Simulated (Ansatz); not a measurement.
RbCl:

```
Rb Cl
1.0
     0.00000    3.27400    3.27400
     3.27400    0.00000    3.27400
     3.27400    3.27400    0.00000
Rb Cl
1 1
Direct
  0.00000 0.00000 0.00000
  0.50000 0.50000 0.50000
```

Base run:

* Program: Ansatz 0.2.0
* Functional: PBE0
* Potentials or basis: all-electron PAW datasets made for the crystal
* Cutoff: 250 eV (chosen from the basis error)
* k mesh: 6 × 6 × 6
* Occupations: fermi-dirac, width 0.05 eV
* Spin: no spin polarisation

Its results: band gap on the k mesh 7.09 eV, direct; pressure 0.8 GPa.

**Question.** The run is repeated on the same cell with these changes: functional from PBE0 to PBEsol; cutoff from 250 eV (chosen from the basis error) to 220 eV (chosen from the basis error). What comes out?

**Answer.** Band gap on the k mesh 4.89 eV, direct; pressure 0.0 GPa.

PBE0 gives the wider gap, since exact exchange removes part of the self-interaction.

